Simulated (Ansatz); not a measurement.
Ansatz input file:

```yaml
crystal:
  lattice:
    - [4.040622237, 0.0, 0.0]
    - [-2.0203111185, 4.5175529967, 0.0]
    - [0.0, 0.0, 25.8421271921]
  atoms:
    - { symbol: Al, position: [0.7, 0.4, 0.2902237863] }
    - { symbol: Al, position: [0.4, 0.8, 0.3251864886] }
    - { symbol: Al, position: [0.1, 0.2, 0.3601491909] }
    - { symbol: Al, position: [0.8, 0.6, 0.3951118932] }
    - { symbol: Al, position: [0.5, 0.0, 0.4300745954] }
    - { symbol: Al, position: [0.2, 0.4, 0.4650372977] }
    - { symbol: Al, position: [0.9, 0.8, 0.5] }
    - { symbol: Al, position: [0.6, 0.2, 0.5349627023] }
    - { symbol: Al, position: [0.3, 0.6, 0.5699254046] }
    - { symbol: Al, position: [0.0, 0.0, 0.6048881068] }
    - { symbol: Al, position: [0.7, 0.4, 0.6398508091] }
    - { symbol: Al, position: [0.4, 0.8, 0.6748135114] }
    - { symbol: Al, position: [0.1, 0.2, 0.7097762137] }
basis:
  ecutwfc: 420
kpoints:
  mp_grid: { grid: [9, 8, 1] }
hamiltonian:
  xc: pbe
scf:
  occupations: { method: gaussian, width: 0.1 }
output:
  forces: true
  stress: true
  eigenvalues: true
  write_density: true
  write_potential: true
  elf: true
  volumetric_format: npy
efield:
  axis: 3
  dipole_correction: true
  ramp_width: 0.04
```

Run as
```bash
ansatz run input.yaml --threads 1 --pin off --max-ram 2560MiB --backend cpu --events-out ev --progress --plain --runs-dir out
```

Theory: DFT PBE, scalar-relativistic, plane waves, PAW (Ansatz).

Part of what the program printed, abridged:

```
Warning: crystal.symmetry: narrowed to the stabiliser of the k-point mesh — unitary ops 2 → 1; excluded 1 operation that carries a point of the 9×8×1 mesh (shift [0, 0, 0]) off the mesh (the run samples exactly the mesh kpoints.mp_grid names, as under crystal.symmetry.detect: false, and its converged state has the mesh's symmetry, not the crystal's; ε∞, the Born charges and the force constants of a linear response (`dielectric:` by the response, `phonons.method: dfpt`) are averaged over those of the crystal's operations that the state keeps within a tolerance, where `mesh_tensors`, `unaveraged_element` or `gamma_mean_max_change_ev_ang2` stands beside them; a row that `dielectric.field_direct ...
Pseudopotentials: kind: paw
Pseudopotential: Al, paw, valence charge 3, recommended cutoff 420 eV (normal)
Functional definition: PBE
Crystal: 13 atoms, lattice volume = 471.715 Å³
Basis set: ecut = 420 eV, 9223 PW (Γ), exchange–correlation on 60×72×360 points (8 copies of the dense FFT grid, shifted against one another)
Bands: 33, of which v1, the nominal top of the filled ones, is band 20 counted from 1 (19 counted from 0)
Symmetry: 1 space group operations
k-points: 37 of 72 (time reversal used)
Initial density: superposition of atomic densities (neutral atoms: chi_scale 0, normalization atom), corrected by the library's trained network
Initial wavefunctions: pseudopotential atomic-orbital guess
Functional: x = pbe(κ = 0.804, μ = 0.21951497), c = pbe(β = 0.06672455)
SCF iter   1: F=—  HF=-6985.130911 eV  |F-HF|=—  |Δ(HF+E_count)|=         —  Δρ=1.14e-3  dr2=1.20e-1  ethr=1.77e-3  p=0.000 e·Å  D=1.72e-14 V/Å  ΔV_dip= 0.00 eV  dr2_dipole=1.34e-9  V_vac-E_F(+/−)=4.03/4.03 eV  ⟨swp⟩=11.1  Hψ=8130  notcnv=0  defer=3
efield: sawtooth ramp at fractional position 0.9800 (placed from the atoms, in the widest stretch of the axis that holds none; the zero of the levels goes with the place), width 0.0400; the density the first Hamiltonian is built on has a dipole p = 0.000 e·Å; the dipole correction subtracts the counter field D = 1.72e-14 V/Å, which shifts the + side's vacuum level by  0.00 eV against the − side's; the planar-averaged density in the ramp window peaks in size at 1.6e-5 e/Å³
SCF iter   2: F=—  HF=-6985.128145 eV  |F-HF|=—  |Δ(HF+E_count)|=   2.77e-3  Δρ=3.57e-4  dr2=1.41e-3  ethr=3.07e-4  p= 0.000 e·Å  D=-1.59e-6 V/Å  ΔV_dip=0.00 eV  dr2_dipole=1.37e-9  V_vac-E_F(+/−)=4.20/4.20 eV  ⟨swp⟩=1.0  Hψ=1517  notcnv=0  defer=23
SCF iter   3: F=—  HF=-6985.128419 eV  |F-HF|=—  |Δ(HF+E_count)|=   2.74e-4  Δρ=1.16e-4  dr2=4.08e-4  ethr=3.61e-6  p= 0.000 e·Å  D=-2.20e-6 V/Å  ΔV_dip=0.00 eV  dr2_dipole=1.61e-9  V_vac-E_F(+/−)=4.20/4.20 eV  ⟨swp⟩=2.7  Hψ=2044  notcnv=0  defer=23
SCF iter   4: F=—  HF=-6985.128413 eV  |F-HF|=—  |Δ(HF+E_count)|=   5.81e-6  Δρ=2.38e-5  dr2=1.25e-5  ethr=1.05e-6  p= 0.000 e·Å  D=-4.93e-7 V/Å  ΔV_dip=0.00 eV  dr2_dipole=2.35e-10  V_vac-E_F(+/−)=4.21/4.21 eV  ⟨swp⟩=2.5  Hψ=1435  notcnv=0  defer=23
SCF iter   5: F=—  HF=-6985.128372 eV  |F-HF|=—  |Δ(HF+E_count)|=   4.08e-5  Δρ=6.19e-6  dr2=3.04e-7  ethr=3.20e-8  p= 0.000 e·Å  D=-3.78e-7 V/Å  ΔV_dip=0.00 eV  dr2_dipole=3.57e-10  V_vac-E_F(+/−)=4.21/4.21 eV  ⟨swp⟩=2.3  Hψ=1727  notcnv=0  defer=23
SCF iter   6: F=-6985.128373 eV  HF=-6985.128373 eV  |F-HF|=3.19e-8  |Δ(HF+E_count)|=   4.56e-7  Δρ=1.51e-6  dr2=2.22e-8  ethr=2.56e-10  p=0.000 e·Å  D=5.06e-8 V/Å  ΔV_dip= 0.00 eV  dr2_dipole=2.58e-11  V_vac-E_F(+/−)=4.21/4.21 eV  ⟨swp⟩=24.2  Hψ=11892  notcnv=0
SCF 1 converged in 6 iterations: F = -6985.128373 eV  dr2 = 2.22e-8
WARN: The output density's exchange-correlation potential varies sharply where the density is thin. Do not read a vacuum level from v_tot or v_xc, or from such a field of the output density. On a cell that repeats whose density bears no net charge and no dipole along the vacuum's axis use v_es (v_loc + v_h of the components); under efield.dipole_correction with no amplitude use v_es + v_field, which holds any external_charges[].barrier, or the levels of the report's work_function block, which leave it out; under a non-zero efield.amplitude the vacuum is tilted and has no level; on a cell that repeats and bears such a dipole with no correction it is tilted too, and efield.dipole_correction wi ...
SCF converged after 6 iterations
Free energy (F): -6985.128373 eV
Harris-Foulkes:  -6985.128373 eV  (|F-HF|=3.19e-8)
Internal energy: -6985.092833 eV  (E = F + TS)
E sigma→0 (E₀):  -6985.110603 eV
Entropy (-TS):   -0.035539 eV (-2.734 meV/atom)
Fermi energy:    1.363434 eV
Dipole field:    D = 0.000005 V/Å  (p = 0.000012 e·Å, saw-weighted, corrected)
Work function:   Φ+ = 4.2089 eV   Φ− = 4.2091 eV
Levels:          The Fermi level and band energies are counted from a zero that moves with the ramp; work functions are not
--- Per-component energies (eV) ---
  E_band       = -108.775802
  E_kinetic    = 283.893147
  E_local      = -9360.146156  (includes V_loc(G=0)·N_el)
  E_nonlocal   = 136.049939
  E_hartree    = 4622.836235
  E_xc         = -509.489447
  E_vxc        = -366.910897  (∫ρ·V_xc dr)
  E_paw        = -6075.008052  (= ΣΔE_a)
  E_vpaw       = -47.335408  (= ΣTr[D̂ρ^β])
  E_aug_tail   = -0.000028  (compensation charges beyond the density's cutoff)
  E_efield     = 0.000000  (sawtooth field / dipole correction)
  E_vefield    = 0.000000  (∫n·V_field dr)
  E_ewald      = 3916.771529
  E_smearing   = -0.035539  (= −TS)
--- Forces (eV/Å), atoms counted from 1 ---
  atom   1  Al     0.00344888    -0.04377318     0.31297385
  atom   2  Al    -0.00126339     0.06870295    -0.28483689
  atom   3  Al    -0.00277176    -0.01790362    -0.12580597
  atom   4  Al     0.01202380     0.03712807    -0.05105779
  atom   5  Al     0.00441694    -0.03500525    -0.03045402
  atom   6  Al     0.00268310    -0.04948405    -0.05748624
  atom   7  Al     0.00000005    -0.00000416     0.00000108
  atom   8  Al    -0.00268341     0.04949179     0.05748805
  atom   9  Al    -0.00441664     0.03500192     0.03045410
  atom  10  Al    -0.01202426    -0.03713223     0.05105260
  atom  11  Al     0.00277196     0.01791378     0.12580175
  atom  12  Al     0.00126399    -0.06871384     0.28483622
  atom  13  Al    -0.00344957     0.04377908    -0.31296858
--- Stress (GPa, compression-positive) ---
       -0.922457       0.241521      -0.031182
        0.241521      -1.341639      -0.000708
       -0.031182      -0.000708       0.196518
  P = ⅓ Tr σ = -0.6892 GPa (-6.892 kbar)
--- Band table (eV; the first three rows and the last of 37) ---
  k-point 0: bands = ["-9.5183", "-8.7616", "-7.5819", "-6.0428", "-4.2556", "-2.5084", "-2.4906", "-2.3259", "-1.8352", "-1.6887", "-0.8131", "-0.5160", "-0.0904", "0.3246", "0.3323", "0.9283", "0.9979", "1.0368", "1.0452", "1.5327", "1.8184", "1.8996", "2.0547", "2.1820", "2.3321", "2.5534", "2.7571", "3.0456", "3.4709", "3.5761", "3.7208", "3.7434", "3.9682"]
  k-point 1: bands = ["-9.4053", "-8.6493", "-7.4712", "-5.9359", "-4.1811", "-4.0697", "-3.3374", "-2.3841", "-2.0444", "-0.8877", "-0.5572", "-0.3960", "-0.2642", "0.1551", "0.2999", "0.9709", "1.0509", "1.2616", "1.3452", "1.3822", "1.7374", "1.9775", "1.9887", "2.7410", "2.7577", "2.8292", "2.9255", "3.1928", "3.2006", "3.4605", "3.7900", "4.2885", "4.3313"]
  k-point 2: bands = ["-9.0668", "-8.3132", "-7.1406", "-5.6447", "-5.4777", "-4.7753", "-3.8707", "-3.5452", "-2.2096", "-1.6700", "-0.9138", "-0.3700", "-0.2152", "-0.0221", "0.4497", "0.8809", "0.9940", "1.2695", "1.8644", "2.1031", "2.2919", "2.4166", "2.4467", "2.4636", "3.0991", "3.2928", "3.5632", "3.8754", "4.0223", "4.1639", "4.2897", "4.3604", "4.5777"]
  k-point 36: bands = ["-7.6754", "-6.9304", "-5.7782", "-5.6047", "-4.8754", "-4.3161", "-4.2147", "-3.7419", "-3.4663", "-2.5704", "-2.4634", "-2.0923", "-1.9751", "-1.3295", "-0.9669", "-0.7845", "-0.3245", "0.0739", "0.5344", "0.9073", "1.0785", "1.3236", "1.7201", "1.7824", "2.5432", "2.7257", "3.0512", "3.4338", "4.0232", "4.3365", "4.9764", "5.2519", "5.5026"]
```

Self-consistency was reached.

The run took 74 s on 1 thread of AMD EPYC 7R43 64-Core Processor (Zen 3) (shared host), peak memory 0.8 GiB.